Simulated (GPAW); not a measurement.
Crystal: Os.

```xyz
2
Lattice="2.7341 0.0000 0.0000 -1.3671 2.3678 0.0000 0.0000 0.0000 4.3197" Properties=species:S:1:pos:R:3 pbc="T T T"
Os    1.3671    0.7893    3.2398
Os    0.0000    1.5785    1.0799
```

| Item | Value |
| --- | --- |
| Program | GPAW 26.7.0 |
| Task | relaxation of cell and atoms |
| Functional | PW91 |
| Potentials or basis | PAW data sets generated in the run's folder for this functional |
| Cutoff | 600 eV |
| Basis | pw |
| k mesh | 8 × 8 × 5 |
| Occupations | fermi-dirac, width 0.05 eV |
| Spin | no spin polarisation |

At the start: pressure 6.5 GPa; volume 13.98 Å³/atom.

Q: How do energy, volume and symmetry change on relaxing?

A: Over 3 steps the energy falls by 4.5 meV/atom and the volume is 14.20 Å³/atom (+1.6 %); space group P6_3/mmc (No. 194, to 0.05 Å).

The path:
```
step  energy change (eV)  largest force (eV/Å)  pressure (GPa)  volume (Å³)
   1              0.0000                0.0000            6.50        27.96
   2             -0.0085                0.0000            1.44        28.31
   3             -0.0090                0.0001            0.03        28.41
```

Final structure:
```
CELL_PARAMETERS angstrom
2.74854 0.00000 0.00000
-1.37427 2.38030 0.00000
0.00000 0.00000 4.34191
ATOMIC_POSITIONS crystal
Os 0.66667 0.33333 0.75000
Os 0.33333 0.66667 0.25000
```

Caveat: later steps reuse the first step's grids.
